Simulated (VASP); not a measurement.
Wanted: the native input for a VASP 6.6.1 run.

```yaml
Task: relaxation of the atoms
Functional: PBE
Potentials_or_basis: VASP PAW PBE potentials, release 64 (Ca_sv, O_s)
Cutoff: 300 eV
k_mesh: 5 × 5 × 5
Occupations: gaussian, width 0.03 eV
Spin: no spin polarisation
Further_INCAR_settings: ALGO = Normal; EDIFF = 1e-07; IBRION = 2; EDIFFG = -0.01; NSW = 40
```

The structure of CaO (Lime) lies in POSCAR:

```
CaO                                     
1.0
    0.0000000000      2.3946094039      2.3946094039
    2.3946094039      0.0000000000      2.3946094039
    2.3946094039      2.3946094039      0.0000000000
  Ca              O             
     1     1
Direct
     0.0000000000000000    0.0000000000000000    0.0000000000000000
     0.5000000000000000    0.5000000000000000    0.5000000000000000
```

The cell isn't the ideal one: a relaxed cell with its volume scaled by 0.98.

One way to write it, as run:

INCAR

```
SYSTEM = CaO
  PREC = Accurate
  ENCUT = 300
  EDIFF = 1E-7
  ISMEAR = 0
  SIGMA = 0.03
  LREAL = .FALSE.
  LASPH = .TRUE.
  NELM = 80
  ALGO = Normal
  ISIF = 2
  LWAVE = .FALSE.
  LCHARG = .FALSE.
  GGA = PE
  IBRION = 2
  NSW = 40
  EDIFFG = -0.01
```

KPOINTS

```
regular mesh
0
G
  5 5 5
  0 0 0
```

Potentials or basis: VASP PAW PBE potentials, release 64 (Ca_sv, O_s).

Command:

```bash
$ cat potpaw_PBE.64/Ca_sv/POTCAR potpaw_PBE.64/O_s/POTCAR > POTCAR
$ mpirun -np 1 vasp_std > vasp.out
```

It gave:

The band gap on the k mesh is 3.82 eV, indirect (least direct gap 4.19 eV).

Caveat: the k mesh is coarse (spacing up to 0.45 Å⁻¹), so the values aren't converged; the relaxation stopped at its first step, so nothing moved; an odd mesh through Γ misses points on the zone boundary, where band edges often lie.

It used 4.1 s of CPU time on 1 thread of Intel(R) Xeon(R) Platinum 8488C (Sapphire Rapids), on a shared host, which was overloaded at the time.
